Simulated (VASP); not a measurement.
# Pd (Fd-3m) in VASP: further runs

Runs on Pd. Level: RPBE. Tasks: single point.

All numbers are computed with VASP 6.6.1; they aren't measurements. Logs are shortened: lines on timing, memory, paths and dates and some standing lists are left out, and cuts for length are marked.

**1. Starting point**

Symmetry: Fd-3m, No. 227, cubic system. The conventional cell has a = 5.900 Å, b = 5.900 Å, c = 5.900 Å, α = 90.00°, β = 90.00°, γ = 90.00°. Pd (site symmetry -43m) has 4 Pd at 2.55 Å as nearest neighbours.

This isn't the form of Pd at room conditions, which is fcc.

**2. Single point, RPBE**

INCAR

```
SYSTEM = Pd
PREC = Accurate
ENCUT = 520
EDIFF = 1E-6
ISMEAR = -1
SIGMA = 0.1
LREAL = .FALSE.
LASPH = .TRUE.
NELM = 80
ALGO = Normal
ISIF = 2
LWAVE = .FALSE.
LCHARG = .FALSE.
GGA = RP
NBANDS = 17
```

KPOINTS

```
Automatic mesh
0
G
  15 15 15
  0 0 0
```

POSCAR

```
Pd
1.0
    0.0000000000      2.9499302031      2.9499302031
    2.9499302031      0.0000000000      2.9499302031
    2.9499302031      2.9499302031      0.0000000000
Pd
2
Direct
    0.1250000000      0.1250000000      0.1250000000
    0.8750000000      0.8750000000      0.8750000000
```

Potentials or basis: VASP PAW PBE potentials, release 64 (Pd).

Command:

```console
cat potpaw_PBE.64/Pd/POTCAR > POTCAR
mpirun -np 1 vasp_std > vasp.out
```

OUTCAR:

```text
SYSTEM = Pd
   PREC = Accurate
   ENCUT = 520
   EDIFF = 1E-6
   ISMEAR = -1
   LREAL = .FALSE.
   LASPH = .TRUE.
   NELM = 80
   ISIF = 2
   GGA = RP

 ion  position               nearest neighbor table
   1  0.125  0.125  0.125-   2 2.55   2 2.55   2 2.55   2 2.55
   2  0.875  0.875  0.875-   1 2.55   1 2.55   1 2.55   1 2.55

  LATTYP: Found a face centered cubic cell.
 ALAT       =     5.8998604062

  Lattice vectors:

 A1 = (   0.0000000000,   2.9499302031,   2.9499302031)
 A2 = (   2.9499302031,   0.0000000000,   2.9499302031)
 A3 = (   2.9499302031,   2.9499302031,   0.0000000000)

Analysis of symmetry for initial positions (statically):
=====================================================================
 Subroutine PRICEL returns:
 Original cell was already a primitive cell.

 Routine SETGRP: Setting up the symmetry group for a
 face centered cubic supercell.

 Subroutine GETGRP returns: Found 48 space group operations
 (whereof 12 operations were pure point group operations)
 out of a pool of 48 trial point group operations.

The static configuration has the point symmetry D_3d.
 The point group associated with its full space group is O_h .

Analysis of symmetry for dynamics (positions and initial velocities):
=====================================================================
 Subroutine PRICEL returns:
 Original cell was already a primitive cell.

 Routine SETGRP: Setting up the symmetry group for a
 face centered cubic supercell.

 Subroutine GETGRP returns: Found 48 space group operations
 (whereof 12 operations were pure point group operations)
 out of a pool of 48 trial point group operations.

The dynamic configuration has the point symmetry D_3d.
 The point group associated with its full space group is O_h .

 Subroutine INISYM returns: Found 48 space group operations
 (whereof 12 operations are pure point group operations),
 and found     1 'primitive' translations

----------------------------------------------------------------------------------------

                                     Primitive cell

  volume of cell :      51.3411

  direct lattice vectors                    reciprocal lattice vectors
     0.000000000  2.949930203  2.949930203    -0.169495536  0.169495536  0.169495536
     2.949930203  0.000000000  2.949930203     0.169495536 -0.169495536  0.169495536
     2.949930203  2.949930203  0.000000000     0.169495536  0.169495536 -0.169495536

  length of vectors
     4.171831301  4.171831301  4.171831301     0.293574879  0.293574879  0.293574879

  position of ions in fractional coordinates (direct lattice)
     0.125000000  0.125000000  0.125000000
     0.875000000  0.875000000  0.875000000

  ion indices of the primitive-cell ions
   primitive index   ion index
                 1           1
                 2           2

----------------------------------------------------------------------------------------

 KPOINTS: Automatic mesh

Automatic generation of k-mesh.
 Grid dimensions read from file:
 generate k-points for:   15   15   15

 Generating k-lattice:

  Cartesian coordinates                     Fractional coordinates (reciprocal lattice)
    -0.011299702  0.011299702  0.011299702     0.066666667  0.000000000  0.000000000
     0.011299702 -0.011299702  0.011299702     0.000000000  0.066666667  0.000000000
     0.011299702  0.011299702 -0.011299702     0.000000000  0.000000000  0.066666667

  Length of vectors
     0.019571659  0.019571659  0.019571659

  Shift w.r.t. Gamma in fractional coordinates (k-lattice)
     0.000000000  0.000000000  0.000000000

 Subroutine IBZKPT returns following result:
 ===========================================

 Found    120 irreducible k-points:

 Following reciprocal coordinates:
            Coordinates               Weight
  0.000000  0.000000  0.000000      1.000000
  0.066667  0.000000  0.000000      8.000000
  0.133333  0.000000  0.000000      8.000000
  0.200000  0.000000  0.000000      8.000000
  0.266667  0.000000  0.000000      8.000000
  0.333333  0.000000  0.000000      8.000000
[... 16 lines left out ...]
  0.133333  0.133333  0.000000      6.000000
  0.200000  0.133333  0.000000     24.000000
 [... further k-points ...]
   k-points           NKPTS =    120   k-points in BZ     NKDIM =    120   number of bands    NBANDS=     17
   number of dos      NEDOS =    301   number of ions     NIONS =      2
   total plane-waves  NPLWV =  32768
   dimension x,y,z NGX =    32 NGY =   32 NGZ =   32
   dimension x,y,z NGXF=    64 NGYF=   64 NGZF=   64
   ions per type =               2
   NGX,Y,Z   is equivalent  to a cutoff of  12.75, 12.75, 12.75 a.u.
   NGXF,Y,Z  is equivalent  to a cutoff of  25.50, 25.50, 25.50 a.u.
 SYSTEM =  Pd
   PREC   = accura    normal or accurate (medium, high low for compatibility)
   ISTART =      0    job   : 0-new  1-cont  2-samecut
   ICHARG =      2    charge: 1-file 2-atom 10-const
   ISPIN  =      1    spin polarized calculation?
   LNONCOLLINEAR =      F non collinear calculations
   LSORBIT =      F    spin-orbit coupling
   LASPH  =      T    aspherical Exc in radial PAW
   ENCUT  =  520.0 eV  38.22 Ry    6.18 a.u.   7.76  7.76  7.76*2*pi/ulx,y,z
   NELM   =     80;   NELMIN=  2; NELMDL= -5     # of ELM steps
   EDIFF  = 0.1E-05   stopping-criterion for ELM
   LREAL  =      F    real-space projection
   EDIFFG = 0.1E-04   stopping-criterion for IOM
   NSW    =      0    number of steps for IOM
   IBRION =     -1    ionic relax: 0-MD 1-quasi-New 2-CG
   NFREE  =      0    steps in history (QN), initial steepest desc. (CG)
   ISIF   =      2    stress and relaxation
   ISYM   =      2    0-nonsym 1-usesym 2-fastsym
   POTIM  = 0.5000    time-step for ionic-motion
   TEBEG  =    0.0;   TEEND  =   0.0 temperature during run
   PSTRESS=    0.0 pullay stress
   NELECT =      20.0000    total number of electrons
   NUPDOWN=      -1.0000    fix difference up-down
   EMIN   =  10.00;   EMAX   =-10.00  energy-range for DOS
   EFERMI =   0.00;   METHOD = LEGACY
   ISMEAR =    -1;   SIGMA  =   0.10  broadening in eV -4-tet -1-fermi 0-gaus
   EFERMI_NEDOS =   21; number of points for ismear=-14 and -15
   IALGO  =     38    algorithm
   IMIX   =      4    mixing-type and parameters
     AMIX     =   0.40;   BMIX     =  1.00
     AMIX_MAG =   1.60;   BMIX_MAG =  1.00
  volume/ion in A,a.u.               =      25.67       173.23
  Fermi-wavevector in a.u.,A,eV,Ry     =   1.195629  2.259411 19.449917  1.429529
  Thomas-Fermi vector in A             =   2.331590
   LORBIT       =      0    0 simple, 1 ext, 2 COOP (PROOUT), +10 PAW based schemes
   GGA     = RP    functional components
   LHFCALC =     F    Hartree Fock is set to
   AEXX    =    0.0000 exact exchange contribution
   IVDW    =     0    specifies the selected vdW correction
   LEPSILON=     F    determine dielectric tensor
   LRPA    =     F    only Hartree local field effects (RPA)
 non-spin polarized calculation
  energy-cutoff  :      520.00
  volume of cell :       51.34
 maximum number of plane-waves:      1411
   NGX = 15   NGY = 15   NGZ = 15

 number of electron      20.0000006 magnetization

 Free energy of the ion-electron system (eV)
  ---------------------------------------------------
  ext. energy  EPLUGINS =         0.00000000
  ---------------------------------------------------
  free energy    TOTEN  =        -7.31067655 eV

  energy without entropy =       -7.13222203  energy(sigma->0) =       -7.22144929

 E-fermi :   3.6283     XC(G=0):  -9.4723

 val. band max:        3.6270992510   @ k =  -0.4000   0.3333   0.0667
 cond. band min:       3.6314629486   @ k =  -0.4000   0.4000   0.0667
 fundamental gap:      0.0043636976
 Fermi energy:         3.6282600464

 k-point     1 :       0.0000    0.0000    0.0000
  band No.  band energies     occupation
      1      -0.5582      2.00000
      2       0.5574      2.00000
      3       0.5574      2.00000
      4       0.6575      2.00000
      5       0.6575      2.00000
      6       0.6575      2.00000
[... 9 lines left out ...]
     16      15.3265      0.00000
     17      15.3266      0.00000

 k-point     2 :       0.0667    0.0000    0.0000
  band No.  band energies     occupation
      1      -0.4975      2.00000
      2       0.4995      2.00000
      3       0.4995      2.00000
      4       0.6587      2.00000
      5       0.7315      2.00000
      6       0.7315      2.00000
[... 9 lines left out ...]
     16      15.8263      0.00000
     17      15.8555      0.00000

 k-point     3 :       0.1333    0.0000    0.0000
  band No.  band energies     occupation
      1      -0.3221      2.00000
      2       0.4353      2.00000
      3       0.4353      2.00000
      4       0.6647      2.00000
      5       0.8370      2.00000
      6       0.8370      2.00000
[... 9 lines left out ...]
     16      16.2316      0.00000
     17      16.4474      0.00000

 k-point     4 :       0.2000    0.0000    0.0000
  band No.  band energies     occupation
      1      -0.0583      2.00000
      2       0.4010      2.00000
      3       0.4010      2.00000
      4       0.6845      2.00000
      5       0.9198      2.00000
      6       0.9198      2.00000
[... 9 lines left out ...]
     16      16.3239      0.00000
     17      16.5596      0.00000

 k-point     5 :       0.2667    0.0000    0.0000
  band No.  band energies     occupation
      1       0.2306      2.00000
      2       0.4011      2.00000
      3       0.4011      2.00000
      4       0.7333      2.00000
      5       0.9540      2.00000
      6       0.9540      2.00000
[... 9 lines left out ...]
     16      16.2289      0.00000
     17      16.3140      0.00000

 k-point     6 :       0.3333    0.0000    0.0000
  band No.  band energies     occupation
      1       0.4336      2.00000
      2       0.4336      2.00000
      3       0.4460      2.00000
      4       0.8125      2.00000
      5       0.9315      2.00000
      6       0.9315      2.00000
[... 9 lines left out ...]
     16      16.0736      0.00000
     17      16.0803      0.00000

 k-point     7 :       0.4000    0.0000    0.0000
  band No.  band energies     occupation
      1       0.4904      2.00000
      2       0.4904      2.00000
      3       0.5641      2.00000
      4       0.8602      2.00000
      5       0.8684      2.00000
      6       0.8684      2.00000
[... 9 lines left out ...]
     16      15.9008      0.00000
     17      15.9009      0.00000

 k-point     8 :       0.4667    0.0000    0.0000
  band No.  band energies     occupation
      1       0.5474      2.00000
      2       0.5474      2.00000
      3       0.6262      2.00000
      4       0.8034      2.00000
      5       0.8034      2.00000
      6       0.8560      2.00000
[... 9 lines left out ...]
     16      15.8118      0.00000
     17      15.8118      0.00000
[... 203 lines left out ...]
      1       0.3269      2.00000
      2       0.3355      2.00000
      3       0.5028      2.00000
      4       0.7507      2.00000
      5       0.8842      2.00000
      6       1.0664      2.00000
[... 9 lines left out ...]
     16      15.9806      0.00000
     17      16.0190      0.00000

 k-point    20 :      -0.2000    0.0667    0.0000
  band No.  band energies     occupation
      1       0.0837      2.00000
      2       0.3186      2.00000
      3       0.4850      2.00000
      4       0.6807      2.00000
      5       0.8761      2.00000
      6       1.0377      2.00000
[... 9 lines left out ...]
     16      16.0637      0.00000
     17      16.0856      0.00000

 k-point    21 :      -0.1333    0.0667    0.0000
  band No.  band energies     occupation
      1      -0.1914      2.00000
      2       0.3465      2.00000
      3       0.4953      2.00000
      4       0.6555      2.00000
      5       0.8229      2.00000
      6       0.9547      2.00000
[... 9 lines left out ...]
     16      15.9067      0.00000
     17      15.9844      0.00000

 k-point    22 :      -0.0667    0.0667    0.0000
  band No.  band energies     occupation
      1      -0.3981      2.00000
      2       0.4090      2.00000
      3       0.5160      2.00000
      4       0.6534      2.00000
      5       0.7512      2.00000
      6       0.8436      2.00000
[... 9 lines left out ...]
     16      15.4973      0.00000
     17      15.5586      0.00000

 k-point    23 :       0.1333    0.1333    0.0000
  band No.  band energies     occupation
      1      -0.2368      2.00000
      2       0.2903      2.00000
      3       0.6505      2.00000
      4       0.6505      2.00000
      5       0.6747      2.00000
      6       0.9991      2.00000
[... 9 lines left out ...]
     16      14.9251      0.00000
     17      17.7228      0.00000

 k-point    24 :       0.2000    0.1333    0.0000
  band No.  band energies     occupation
      1      -0.0309      2.00000
      2       0.2383      2.00000
      3       0.6091      2.00000
      4       0.6507      2.00000
      5       0.7744      2.00000
      6       1.1007      2.00000
[... 9 lines left out ...]
     16      14.5296      0.00000
     17      17.6145      0.00000

 [... further k-points ...]

------------------------ aborting loop because EDIFF is reached ----------------------------------------

  FORCE on cell =-STRESS in cart. coord.  units (eV):
  Direction    XX          YY          ZZ          XY          YZ          ZX
  --------------------------------------------------------------------------------------
  -------------------------------------------------------------------------------------
  Total       -0.0645834     -0.0645834     -0.0645834      0.0000000      0.0000000      0.0000000
  in kB       -2.0154220     -2.0154220     -2.0154220      0.0000000      0.0000000      0.0000000
  external PRESSURE =      -2.0154220 kB  Pullay stress =       0.0000000 kB

 VOLUME and BASIS-vectors are now :
 -----------------------------------------------------------------------------
  energy-cutoff  :      520.00
  volume of cell :       51.34
      direct lattice vectors                 reciprocal lattice vectors
     0.000000000  2.949930203  2.949930203    -0.169495536  0.169495536  0.169495536
     2.949930203  0.000000000  2.949930203     0.169495536 -0.169495536  0.169495536
     2.949930203  2.949930203  0.000000000     0.169495536  0.169495536 -0.169495536

 POSITION                                       TOTAL-FORCE (eV/Angst)
 -----------------------------------------------------------------------------------
      0.73748      0.73748      0.73748        -0.000000      0.000000     -0.000000
      5.16238      5.16238      5.16238         0.000000     -0.000000      0.000000
 -----------------------------------------------------------------------------------
    total drift:                                0.000000      0.000000     -0.000000

  FREE ENERGIE OF THE ION-ELECTRON SYSTEM (eV)
  ---------------------------------------------------
  free  energy   TOTEN  =        -7.3106765498 eV

  energy  without entropy=       -7.1322220343  energy(sigma->0) =       -7.22144929
```

Run time: 29 s. Hardware: 1 thread of Intel Xeon 6975P-C (Granite Rapids), shared host; peak memory 0.23 GiB.

What came out:

| Quantity | Value |
| --- | --- |
| Free energy | -7.3107 eV |
| Pressure | -0.2 GPa |
| Band gap on the k mesh | none (metal or under the smearing width) |

Caveat: the PAW data sets were made with another functional, which shifts forces and pressure a little.

(Continued in part 2 of 2.)
